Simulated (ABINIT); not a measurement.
# Ta (Im-3m) in ABINIT: a series of runs, part 2 of 2

ABINIT 10.8.3 (patched build). Earlier steps stand in the parts before.

## 3. Optical spectrum, PBEsol

Input file run.abi:

```
# Datasets
ndtset 3

# Pseudopotentials
pp_dirpath "./"
pseudos "Ta.upf"

# Structure
acell 5.4048073095 5.4048073095 5.4048073095
rprim
    -0.5773502692     0.5773502692     0.5773502692
     0.5773502692    -0.5773502692     0.5773502692
     0.5773502692     0.5773502692    -0.5773502692
ntypat 1
znucl 73
natom 1
typat 1
xred
            0.0            0.0            0.0

# Plane-wave basis
ecut 25.0

# k points
ngkpt 14 14 14
nshiftk 2
shiftk
     0.2500000000     0.2500000000     0.2500000000
    -0.2500000000    -0.2500000000    -0.2500000000
istwfk *1

# Exchange and correlation
ixc -116133

# Bands and occupations
occopt 7
tsmear 0.136 eV

# SCF cycle
nstep 80

# Output
iomode 3
prteig 0
prtebands 0

# Dataset 1: ground state
nband1 11
tolvrs1 1.0e-12
prtden1 1
prtwf1 0
kptopt1 1

# Dataset 2: empty bands at fixed density
iscf2 -3
getden2 1
nband2 18
nbdbuf2 4
tolwfr2 1.0e-12
nstep2 120
prtden2 0
kptopt2 1

# Dataset 3: wave functions and velocity matrix elements in the full zone
optdriver3 8
wfk_task3 "wfk_optics_fullbz"
getwfk3 2
nband3 14
kptopt3 1
prtevk3 1
inclvkb3 2
```

Input file optic.abi:

```
&FILES
 ddkfile_1 = 'runo_DS3_1_EVK.nc',
 ddkfile_2 = 'runo_DS3_2_EVK.nc',
 ddkfile_3 = 'runo_DS3_3_EVK.nc',
 wfkfile = 'runo_DS3_WFK.nc'
/
&PARAMETERS
 broadening = 0.001837,
 domega = 0.002,
 maxomega = 0.8,
 scissor = 0.000000,
 tolerance = 0.002
/
&COMPUTATIONS
 num_lin_comp = 1,
 lin_comp = 11,
 num_nonlin_comp = 0
/
```

Potentials or basis: PseudoDojo NC SR PBEsol v0.4.1 standard.

Run with:

```
$ abinit run.abi > log 2>&1
$ optic optic.abi > optic.log 2>&1
```

run.abo:

```text
.Version 10.8.3 of ABINIT
 DATASET    1 : space group Im -3 m (#229); Bravais cI (body-center cubic)
================================================================================
 Values of the parameters that define the memory need for DATASET  1.
     intxc =       0    ionmov =       0      iscf =       7    lmnmax =       8
     lnmax =       8     mgfft =      27  mpssoang =       4    mqgrid =    3001
     natom =       1  nloc_mem =       1    nspden =       1   nspinor =       1
    nsppol =       1      nsym =      48    n1xccc =    2501    ntypat =       1
    occopt =       7   xclevel =       2
       mpw =         736          nfft =       19683          nkpt =         168
================================================================================
================================================================================
[... 13 lines left out ...]
 DATASET    3 : space group Im -3 m (#229); Bravais cI (body-center cubic)
================================================================================
 Values of the parameters that define the memory need for DATASET  3.
     intxc =       0    ionmov =       0      iscf =       7    lmnmax =       8
     lnmax =       8     mgfft =      27  mpssoang =       4    mqgrid =    3001
     natom =       1  nloc_mem =       1    nspden =       1   nspinor =       1
    nsppol =       1      nsym =      48    n1xccc =    2501    ntypat =       1
    occopt =       7   xclevel =       2
       mpw =         736          nfft =       19683          nkpt =         168
================================================================================
================================================================================

[... 345 lines left out ...]
--- !DatasetInfo
iteration_state: {dtset: 3, }
dimensions: {natom: 1, nkpt: 168, mband: 14, nsppol: 1, nspinor: 1, nspden: 1, mpw: 736, }
cutoff_energies: {ecut:  25.0, pawecutdg:  -1.0, }
electrons: {nelect:   1.30000000E+01, charge:   0.00000000E+00, occopt:   7.00000000E+00, tsmear:   4.99790782E-03, }
meta: {optdriver: 8, wfk_task: 7, }
...

 mkfilename : getwfk/=0, take file _WFK from output of DATASET   2.

--------------------------------------------------------------------------------

 Computation of velocity matrix elements (DDK)

 Parameters extracted from the Abinit header:
    ecut:     25.0
    nkpt:    5488
    mband:   18
    nsppol:  1
    nspinor: 1
    useylm:  0
    inclvkb: 2
    bmin: 1, bmax: 18
    Computing diagonal and off-diagonal matrix elements
    Between band index bmin: 1, bmax: 18

== END DATASET(S) ==============================================================
================================================================================

 -outvars: echo values of variables after computation  --------
            acell      5.4048073095E+00  5.4048073095E+00  5.4048073095E+00 Bohr
           etotal1    -6.5081521579E+01
           etotal2    -6.5081521579E+01
           etotal3     0.0000000000E+00
            fcart1    -0.0000000000E+00 -0.0000000000E+00 -0.0000000000E+00
            fcart3     0.0000000000E+00  0.0000000000E+00  0.0000000000E+00
            rprim     -5.7735026920E-01  5.7735026920E-01  5.7735026920E-01
                       5.7735026920E-01 -5.7735026920E-01  5.7735026920E-01
                       5.7735026920E-01  5.7735026920E-01 -5.7735026920E-01
           strten1     1.4556261687E-04  1.4556261687E-04  1.4556261687E-04
                       0.0000000000E+00  0.0000000000E+00  0.0000000000E+00
           strten3     0.0000000000E+00  0.0000000000E+00  0.0000000000E+00
                       0.0000000000E+00  0.0000000000E+00  0.0000000000E+00
 Calculation completed.
```

Run time: 4.5 min. Hardware: 1 thread of AMD EPYC, shared host; peak memory 1.4 GiB.

Results:

```
Free energy : -1770.9584 eV
Pressure    : -4.3 GPa
```

Dielectric function (mean over the directions given):
```tsv
energy (eV)	real part	imaginary part
0.33	17.78	3.38
0.76	17.47	0.93
1.31	13.63	11.20
1.74	21.49	6.45
2.29	14.94	11.47
2.83	19.22	23.38
3.27	13.64	16.99
3.81	7.71	11.31
4.25	8.37	12.69
4.79	11.56	13.80
5.33	-5.50	26.42
5.77	-10.20	14.43
6.31	-6.84	8.10
6.75	-4.77	3.96
7.29	-1.99	4.41
7.84	-1.82	3.97
8.27	-0.67	4.86
8.82	-0.06	3.32
9.36	-1.50	3.42
9.80	-0.33	3.37
10.34	-0.58	2.54
10.78	-1.36	3.33
11.32	-0.98	3.08
11.86	-0.37	2.04
12.30	-0.74	2.11
12.84	-0.32	1.64
13.28	-0.18	1.65
13.82	-0.44	1.74
14.37	-1.48	2.47
14.80	-0.55	2.37
15.35	-0.55	2.49
15.89	-1.52	1.62
16.33	-1.20	1.23
16.87	-0.34	1.22
17.31	-1.19	0.62
17.85	-0.66	0.57
18.39	-0.49	0.27
18.83	-0.18	0.40
19.38	-0.13	0.40
19.92	0.06	0.40
```

Caveat: the cutoff is short for stress, so the pressure is rough; the intraband (Drude) term is left out; spectra need much finer meshes, so this one isn't converged; independent-particle spectra lack excitons. Spin-orbit coupling is left out, which matters for the levels of Ta.
